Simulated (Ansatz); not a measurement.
`F[SiH](F)C(F)(F)F` + H₂Se → `F[SiH](F)[SeH]` + `FC(F)F` at 298.15 K and 1 bar (ligand exchange at the Si–C bond).

Gas-phase electronic energies from Ansatz, PBE0-D4/def2-TZVP geometries. CCSD(T)/CBS adds triple-zeta CCSD(T) − MP2 to the extrapolated MP2 energy (def2 sets, frozen cores). This one scheme is used for every species. For Se outer-core shells are correlated without core-valence functions, which leaves a few kJ/mol of doubt a bond. Scalar relativity is left out up to krypton. One conformer a species, not always the lowest.

```
            species  CCSD(T)/CBS energy (Eh)  H − E (kJ/mol)  S (J/(mol·K))
`F[SiH](F)C(F)(F)F`               -826.82390            98.7          365.0
               H₂Se              -2401.89790            45.8          219.1
   `F[SiH](F)[SeH]`              -2890.73294            78.2          328.5
           `FC(F)F`               -338.02896            78.4          259.5
```

H − E and S are ideal-gas, rigid-rotor, harmonic terms from PBE0-D4/def2-TZVP, for one conformer and one mirror image of each species. 1 Eh = 2625.50 kJ/mol, R = 8.31446 J/(mol·K).

**Question.** By hand: ΔE, ΔH, ΔS and ΔG.

**Answer.** ΔE = (-2890.73294) + (-338.02896) − (-826.82390) − (-2401.89790) = -0.04010 Eh = -105.3 kJ/mol. Δ(H − E) = 78.2 + 78.4 − 98.7 − 45.8 = 12.1, so ΔH = -93.2 kJ/mol. ΔS = 328.5 + 259.5 − 365.0 − 219.1 = 3.9 J/(mol·K). ΔG = -93.2 − 298.15 × (3.9)/1000 = -94.4 kJ/mol.

**Question.** By hand: the equilibrium constant, and the temperature at which ΔG would vanish if ΔH and ΔS stayed fixed.

**Answer.** log₁₀ K = −ΔG/(RT ln 10) = 16.5. ΔH and −TΔS have one sign here, so there is no such temperature. One of them is within its doubt of zero, so this could turn.

The number of gas molecules stays the same, so ΔS is small and ΔH decides. A doubt of 5 kJ/mol in ΔE shifts log₁₀ K by 0.9 here. Other conformers and mirror images would add mixing entropy, several J/(mol·K) or more a flexible species. Modes under 60 cm⁻¹, often nearly free rotors, make the harmonic entropy too high. These are equilibria of isolated gas molecules and say nothing of rates. Largest T1 diagnostic: 0.013 (customary marks: 0.02 for closed shells, 0.045 for open ones).
